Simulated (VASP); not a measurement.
# Hf (P6_3/mmc) in VASP: a series of runs

One crystal, Hf, is run at these levels: PBE; tasks: relaxation of cell and atoms.

Everything below comes from runs of VASP 6.6.1. Logs are shortened: lines on timing, memory, paths and dates and some standing lists are left out, and cuts for length are marked.

## 1. The crystal as given

It takes space group P6_3/mmc (No. 194, hexagonal). The conventional cell has a = 3.197 Å, b = 3.197 Å, c = 5.058 Å, α = 90.00°, β = 90.00°, γ = 120.00°. Hf (site symmetry -6m2) is surrounded by 12 Hf at 3.13 to 3.20 Å.

## 2. Relaxation of cell and atoms, PBE

Input file INCAR:

```
SYSTEM = Hf
PREC     = Accurate       ! precision mode
ENCUT    = 520            ! plane-wave cutoff, eV
EDIFF    = 1E-7           ! SCF threshold, eV
ISMEAR   = 0              ! smearing method
SIGMA    = 0.3            ! smearing width, eV
LREAL    = .False.        ! projectors in reciprocal space
LASPH    = .True.         ! aspherical terms in the spheres
NELM     = 60             ! most SCF steps
ALGO     = Normal         ! electronic algorithm
ISIF     = 3              ! what is computed and relaxed
LWAVE    = .False.        ! write WAVECAR
LCHARG   = .False.        ! write CHGCAR
GGA      = PE             ! functional
IBRION   = 2              ! ionic algorithm
NSW      = 80             ! ionic steps
EDIFFG   = -0.002         ! ionic threshold
```

Input file KPOINTS:

```
Automatic mesh
0
Gamma
  15 15 8
  0 0 0
```

Input file POSCAR:

```
Hf
1.0
    3.1967000000      0.0000000000      0.0000000000
   -1.5983500000      2.7684234100      0.0000000000
    0.0000000000      0.0000000000      5.0578000000
Hf
2
Direct
    0.3333333300      0.6666666700      0.2500000000
    0.6666666700      0.3333333300      0.7500000000
```

Potentials or basis: VASP PAW PBE potentials, release 64 (Hf_pv).

Launch:

```
$ cat potpaw_PBE.64/Hf_pv/POTCAR > POTCAR
$ mpirun -np 1 vasp_std > vasp.out
```

OUTCAR:

```text
SYSTEM = Hf
   PREC = Accurate
   ENCUT = 520
   EDIFF = 1E-7
   ISMEAR = 0
   LREAL = .False.
   LASPH = .True.
   NELM = 60
   ISIF = 3
   GGA = PE
   IBRION = 2
   NSW = 80
   EDIFFG = -0.002

 ion  position               nearest neighbor table
   1  0.333  0.667  0.250-   2 3.13   2 3.13   2 3.13   2 3.13   2 3.13   2 3.13
   2  0.667  0.333  0.750-   1 3.13   1 3.13   1 3.13   1 3.13   1 3.13   1 3.13

  LATTYP: Found a hexagonal cell.
 ALAT       =     3.1967000000
 C/A-ratio  =     1.5821941377

  Lattice vectors:

 A1 = (   3.1967000000,   0.0000000000,   0.0000000000)
 A2 = (  -1.5983500000,   2.7684234100,   0.0000000000)
 A3 = (   0.0000000000,   0.0000000000,   5.0578000000)

Analysis of symmetry for initial positions (statically):
=====================================================================
 Subroutine PRICEL returns:
 Original cell was already a primitive cell.

 Routine SETGRP: Setting up the symmetry group for a
 hexagonal supercell.

 Subroutine GETGRP returns: Found 24 space group operations
 (whereof 12 operations were pure point group operations)
 out of a pool of 24 trial point group operations.

The static configuration has the point symmetry D_3d.
 The point group associated with its full space group is D_6h.

Analysis of symmetry for dynamics (positions and initial velocities):
=====================================================================
 Subroutine PRICEL returns:
 Original cell was already a primitive cell.

 Routine SETGRP: Setting up the symmetry group for a
 hexagonal supercell.

 Subroutine GETGRP returns: Found 24 space group operations
 (whereof 12 operations were pure point group operations)
 out of a pool of 24 trial point group operations.

The dynamic configuration has the point symmetry D_3d.
 The point group associated with its full space group is D_6h.

 Subroutine INISYM returns: Found 24 space group operations
 (whereof 12 operations are pure point group operations),
 and found     1 'primitive' translations

----------------------------------------------------------------------------------------

                                     Primitive cell

  volume of cell :      44.7606

[... 115 lines left out ...]
   AEXX    =    0.0000 exact exchange contribution
   IVDW    =     0    specifies the selected vdW correction
   LEPSILON=     F    determine dielectric tensor
   LRPA    =     F    only Hartree local field effects (RPA)
 conjugate gradient relaxation of ions
 non-spin polarized calculation
 Gauss-broadening in eV      SIGMA  =   0.30
  energy-cutoff  :      520.00
  volume of cell :       44.76
 maximum number of plane-waves:      1236
 NGX is ok and might be reduce to    24
   NGX = 11   NGY = 11   NGZ = 19

--------------------------------------- Ionic step        1  -------------------------------------------

 number of electron      20.0000004 magnetization

 Free energy of the ion-electron system (eV)
  ---------------------------------------------------
  ext. energy  EPLUGINS =         0.00000000
  ---------------------------------------------------
  free energy    TOTEN  =       -19.88571069 eV

  energy without entropy =      -19.80952732  energy(sigma->0) =      -19.84761901

------------------------ aborting loop because EDIFF is reached ----------------------------------------

  FORCE on cell =-STRESS in cart. coord.  units (eV):
  Direction    XX          YY          ZZ          XY          YZ          ZX
  --------------------------------------------------------------------------------------
  -------------------------------------------------------------------------------------
  Total        0.1028363      0.1028363      0.1263663      0.0000000      0.0000000     -0.0000000
  in kB        3.6809593      3.6809593      4.5231986      0.0000000      0.0000000     -0.0000000
  external PRESSURE =       3.9617057 kB  Pullay stress =       0.0000000 kB
[... 89 lines left out ...]
  FREE ENERGIE OF THE ION-ELECTRON SYSTEM (eV)
  ---------------------------------------------------
  free  energy   TOTEN  =       -19.8859115776 eV

  energy  without entropy=      -19.8094534267  energy(sigma->0) =      -19.84768250

[... ionic steps 4 to 8 ...]

--------------------------------------- Ionic step        9  -------------------------------------------

 number of electron      20.0000005 magnetization

------------------------ aborting loop because EDIFF is reached ----------------------------------------
[... 67 lines left out ...]
--------------------------------------- Ionic step       11  -------------------------------------------

 number of electron      20.0000005 magnetization

 Free energy of the ion-electron system (eV)
  ---------------------------------------------------
  ext. energy  EPLUGINS =         0.00000000
  ---------------------------------------------------
  free energy    TOTEN  =       -19.88591195 eV

  energy without entropy =      -19.80944084  energy(sigma->0) =      -19.84767639

 E-fermi :   4.8665     XC(G=0): -11.2644

 val. band max:        4.8410077139   @ k =   0.0000   0.0000   0.3750
 cond. band min:       4.8674441540   @ k =   0.3333   0.2667   0.3750
 fundamental gap:      0.0264364401
 Fermi energy:         4.8664645513

 k-point     1 :       0.0000    0.0000    0.0000
  band No.  band energies     occupation
      1     -26.1806      2.00000
      2     -25.4523      2.00000
      3     -25.4523      2.00000
      4     -25.3264      2.00000
      5     -25.3264      2.00000
      6     -25.3259      2.00000
      7      -2.4772      2.00000
      8       1.1918      2.00000
      9       5.5168      0.00217
     10       6.0703      0.00000
     11       6.0703      0.00000
     12       6.3454      0.00000
     13       6.8858      0.00000
     14       6.8858      0.00000
[... 377 lines left out ...]
      1     -25.9563      2.00000
      2     -25.8156      2.00000
      3     -25.7615      2.00000
      4     -25.7240      2.00000
      5     -25.5896      2.00000
      6     -25.5416      2.00000
      7       2.3146      2.00000
      8       2.7579      2.00000
      9       2.9364      2.00000
     10       3.6604      2.00000
     11       5.2935      0.04409
     12       5.5337      0.00166
     13       6.7380      0.00000
     14       9.9320      0.00000

 [... further k-points ...]
[... 5 lines left out ...]
  --------------------------------------------------------------------------------------
  -------------------------------------------------------------------------------------
  Total       -0.0037344     -0.0037344      0.0037706      0.0000000     -0.0000000      0.0000000
  in kB       -0.1331776     -0.1331776      0.1344678      0.0000000     -0.0000000      0.0000000
  external PRESSURE =      -0.0439625 kB  Pullay stress =       0.0000000 kB
[... 17 lines left out ...]
  FREE ENERGIE OF THE ION-ELECTRON SYSTEM (eV)
  ---------------------------------------------------
  free  energy   TOTEN  =       -19.8859119536 eV

  energy  without entropy=      -19.8094408357  energy(sigma->0) =      -19.84767639

 reached required accuracy - stopping structural energy minimisation
```

OSZICAR:

```text
N       E                     dE             d eps       ncg     rms          rms(c)
DAV:   1     0.477431079659E+02    0.47743E+02   -0.11799E+04  3788   0.136E+03
DAV:   2    -0.184324352985E+02   -0.66176E+02   -0.64921E+02  4674   0.269E+02
DAV:   3    -0.205755395585E+02   -0.21431E+01   -0.20883E+01  5066   0.312E+01
[... 75 lines left out ...]
       N       E                     dE             d eps       ncg     rms          rms(c)
DAV:   1    -0.198859127357E+02   -0.32690E-06   -0.24733E-05  3816   0.424E-02    0.995E-03
DAV:   2    -0.198859121453E+02    0.59046E-06   -0.88713E-07  4818   0.763E-03    0.283E-03
DAV:   3    -0.198859119916E+02    0.15365E-06   -0.20017E-07  3042   0.343E-03    0.164E-03
DAV:   4    -0.198859119536E+02    0.38034E-07   -0.97664E-08  2094   0.252E-03
  11 F= -.19885912E+02 E0= -.19847676E+02  d E =-.656816E-06
```

Wall time 3 min (1 thread of Intel Xeon Platinum 8488C (Sapphire Rapids), shared host); peak memory 0.22 GiB.

Results:

```yaml
Free_energy: -19.8859 eV
Relaxed_volume: 22.46 Å³/atom
Relaxed_cell: a = 3.200 Å, b = 3.200 Å, c = 5.065 Å, α = 90.00°, β = 90.00°, γ = 120.00°
Space_group_after_relaxing_to_0.05_Å: P6_3/mmc (No. 194)
Energy_gained_by_relaxing: 0.1 meV/atom
Ionic_steps: 11
Pressure_after_relaxing: 0.0 GPa
Band_gap_on_the_k_mesh: none (metal or under the smearing width)
```

Step by step:
| step | energy change (eV) | largest force (eV/Å) | pressure (GPa) | volume (Å³) |
| --- | --- | --- | --- | --- |
| 1 | 0.0000 | 0.0000 | 0.40 | 44.76 |
| 2 | 0.0001 | 0.0000 | -0.47 | 45.12 |
| 3 | -0.0002 | 0.0000 | 0.00 | 44.92 |
| 4 | -0.0002 | 0.0000 | 0.00 | 44.93 |
| 5 | -0.0001 | 0.0000 | -0.24 | 45.02 |
| 6 | -0.0002 | 0.0000 | -0.01 | 44.93 |
| 7 | -0.0002 | 0.0000 | 0.01 | 44.92 |
| 8 | -0.0002 | 0.0000 | 0.01 | 44.92 |
| 9 | -0.0002 | 0.0000 | 0.01 | 44.92 |
| 10 | -0.0002 | 0.0000 | 0.01 | 44.92 |
| 11 | -0.0002 | 0.0000 | 0.00 | 44.93 |

Final structure:
```yaml
crystal:
  lattice:
    - [3.20029, 0.00000, 0.00000]
    - [-1.60014, 2.77153, 0.00000]
    - [0.00000, 0.00000, 5.06514]
  atoms:
    - { symbol: Hf, position: [0.33333, 0.66667, 0.25000] }
    - { symbol: Hf, position: [0.66667, 0.33333, 0.75000] }
```

Levels at points of the mesh, in eV from the Fermi level:
```csv
k point,band 6,band 7,band 8,band 9,band 10,band 11,band 12,band 13,band 14
"(0.00, 0.00, 0.00)",-30.19,-7.34,-3.67,0.65,1.20,1.20,1.48,2.02,2.02
"(0.00, 0.00, 0.50)",-30.26,-5.37,-5.37,0.17,0.17,1.10,1.10,1.10,1.10
```

The run has no spin-orbit coupling, so splittings on Hf are missing. Zero-point motion and thermal expansion aren't in these numbers.

## 3. Relaxation of cell and atoms, PBE

This run uses another cell than the first one, of 22.46 Å³/atom, 1.004 times its volume.

INCAR is that of step 2.

KPOINTS is that of step 2.

Input file POSCAR:

```
Hf                                      
1.0
    3.2002877072     -0.0000000000     -0.0000000000
   -1.6001438536      2.7715304556     -0.0000000000
   -0.0000000000      0.0000000000      5.0651386460
  Hf            
     2
Direct
     0.3333333300000021    0.6666666699999979    0.2500000000000000
     0.6666666699999979    0.3333333300000021    0.7500000000000000
```

Potentials or basis: VASP PAW PBE potentials, release 64 (Hf_pv).

Launch:

```
$ cat potpaw_PBE.64/Hf_pv/POTCAR > POTCAR
$ mpirun -np 1 vasp_std > vasp.out
```

Wall time 45 s (1 thread of Intel Xeon Platinum 8488C (Sapphire Rapids), shared host); peak memory 0.21 GiB.

The run converged. Its results:

```
Free energy                            : -19.8859 eV
Relaxed volume                         : 22.46 Å³/atom
Relaxed cell                           : a = 3.200 Å, b = 3.200 Å, c = 5.066 Å, α = 90.00°, β = 90.00°, γ = 120.00°
Space group after relaxing (to 0.05 Å) : P6_3/mmc (No. 194)
Energy gained by relaxing              : 0.0 meV/atom
Ionic steps                            : 2
Pressure after relaxing                : 0.0 GPa
Band gap on the k mesh                 : none (metal or under the smearing width)
```

Final structure:
```
Hf
1.0
     3.19997    0.00000    0.00000
    -1.59998    2.77125    0.00000
     0.00000    0.00000    5.06557
Hf
2
Direct
  0.33333 0.66667 0.25000
  0.66667 0.33333 0.75000
```

Levels at points of the mesh, in eV from the Fermi level:
```csv
k point,band 8,band 9,band 10,band 11,band 12,band 13
"(0.00, 0.00, 0.00)",-3.68,0.65,1.20,1.20,1.48,2.02
"(0.00, 0.00, 0.50)",-5.37,0.17,0.17,1.10,1.10,1.10
```

Spin-orbit coupling is left out, which matters for the levels of Hf.
